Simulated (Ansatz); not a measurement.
BeS (F-43m): G0W0 and the choice of datasets

```yaml
crystal:
  lattice:
    - [0.00000, 2.41000, 2.41000]
    - [2.41000, 0.00000, 2.41000]
    - [2.41000, 2.41000, 0.00000]
  atoms:
    - { symbol: Be, position: [0.00000, 0.00000, 0.00000] }
    - { symbol: S, position: [0.25000, 0.25000, 0.25000] }
```

Held fixed (Ansatz):

- orbitals: PBE
- k mesh: 4×4×4
- empty bands: 180
- response cutoff: 200 eV
- frequencies: contour deformation
- q → 0 term: analytic weight of Carrier, Rohra and Görling
- band sums: cut at the band count

The gap is read from Γ to k = (0, -0.5, -0.5), linearised, between the Kohn-Sham band edges among the points solved. ε∞ is the electronic dielectric constant on this mesh.

Question: Taking all-electron, 3300 eV as the reference, which of the others (hard PAW, 700 eV; hand-made PAW, accurate, 1007 eV; hand-made PAW, 960 eV; JTH PAW, 700 eV; soft PAW (1st gen.), 420 eV; norm-conserving, 1800 eV; all-electron, no relativity, 2970 eV) gives the gap farthest from it?

Answer: Farthest from all-electron, 3300 eV in the G0W0 gap: norm-conserving, 1800 eV (+0.19 eV). The nearest differs by 0.012 eV.

| datasets, wave cutoff | KS gap (eV) | G0W0 gap (eV) | ε∞ |
| --- | --- | --- | --- |
| all-electron, 3300 eV | 3.06 | 4.40 | 5.8 |
| hard PAW, 700 eV | 3.05 | 4.38 | 5.8 |
| hand-made PAW, accurate, 1007 eV | 3.06 | 4.38 | 5.8 |
| hand-made PAW, 960 eV | 3.06 | 4.38 | 5.8 |
| JTH PAW, 700 eV | 3.05 | 4.56 | 5.8 |
| soft PAW (1st gen.), 420 eV | 3.06 | 4.41 | 5.8 |
| norm-conserving, 1800 eV | 3.06 | 4.59 | 5.8 |
| all-electron, no relativity, 2970 eV | 3.08 | 4.43 | 5.8 |

The cell is a model at fixed atoms and needn't be the relaxed known crystal. Soft PAW datasets can miss an all-electron G0W0 gap by more than 5 %. With norm-conserving pseudopotentials the core–valence exchange is only approximate, which can shift gaps by tenths of an eV and RPA lattice constants by most of a per cent. Points k are given in fractions of the reciprocal vectors. The mesh is coarse, so these are values at the stated settings, not converged ones. Band sums or response are cut, so the gap isn't at its basis limit. The gap is read on the mesh, and the crystal's band edges can lie off it. Meshes this coarse can overestimate the dielectric constant by a tenth and more.
